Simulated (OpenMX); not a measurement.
# ZnO (zincite): band structure with PBE

**Measured values to compare with.**

“Electronic structure of alkaline earth and post-transition metal oxides”, 2009, arxiv:0908.1581 quotes, for a bulk crystal of ZnO: band gap 3.37 eV.

Crystal: ZnO (zincite).

```
CELL_PARAMETERS angstrom
3.24931 0.00000 0.00000
-1.62465 2.81398 0.00000
0.00000 0.00000 5.20571
ATOMIC_POSITIONS crystal
Zn 0.66667 0.33333 0.00000
Zn 0.33333 0.66667 0.50000
O 0.33333 0.66667 0.87901
O 0.66667 0.33333 0.37901
```

- Program: OpenMX 3.8.5
- Task: band structure
- Functional: PBE
- Potentials or basis: OpenMX 2013 PBE set, Zn6.0H-s3p2d2f1, O6.0-s3p2d2, grid cutoff 500 Ry
- k mesh: 9 × 9 × 5
- Occupations: fermi-dirac, width 0.05 eV
- Spin: no spin polarisation
- Mixing scheme: rmm-diisk
- SCF threshold: 1e-08 Ha
- Solver: band
- Max SCF cycles: 100

The pressure is 6.8 GPa, the largest force is 0.051 eV/Å and the band gap on the k mesh is 0.99 eV, direct. The band gap along the path is 0.99 eV, direct and the mulliken charges are Zn +0.46; O -0.46 e.

Forces on the atoms (eV/Å):
```
Zn   0.012 -0.014 -0.042
Zn  -0.012  0.014 -0.042
O   -0.015  0.015  0.046
O    0.015 -0.015  0.046
```

Levels at the corners of the path, in eV from the valence-band top:
```tsv
point	band 24	band 25	band 26	band 27	band 28	band 29
Γ	-0.06	-0.01	0.00	0.99	5.48	8.42
M	-2.26	-1.28	-0.82	5.98	7.01	7.79
K	-1.91	-1.91	-1.71	7.86	7.93	7.93
Γ	-0.06	-0.01	0.00	0.99	5.48	8.42
A	-0.41	-0.39	-0.39	3.67	3.67	10.35
L	-1.50	-1.33	-1.33	5.89	5.89	8.63
H	-2.70	-1.21	-1.21	8.20	8.20	8.25
A|L	-0.41	-0.39	-0.39	3.67	3.67	10.35
M|K	-2.26	-1.28	-0.82	5.98	7.01	7.79
H	-2.70	-1.21	-1.21	8.20	8.20	8.25
```

Wall time 4 min on 1 thread of Arm Neoverse V2 (shared host), peak memory 1 GiB.

Against the measured gap of ZnO, 3.37 eV (quoted in “Electronic structure of alkaline earth and post-transition metal oxides”, 2009, arxiv:0908.1581), the calculated 0.99 eV is off by -2.38 eV. So large a miss can be the level of theory's own, or it may mean another phase, state or a wrong row. The value is that of PBE in an atomic basis (OpenMX 2013 PBE set, Zn6.0H-s3p2d2f1, O6.0-s3p2d2, grid cutoff 500 Ry), whose error adds to the functional's,, without temperature or zero-point motion. Semilocal functionals fall short of measured gaps as a rule.

Caveat: Mulliken charges move with the basis; the basis of atomic orbitals isn't converged, which shifts pressures, moduli and gaps.
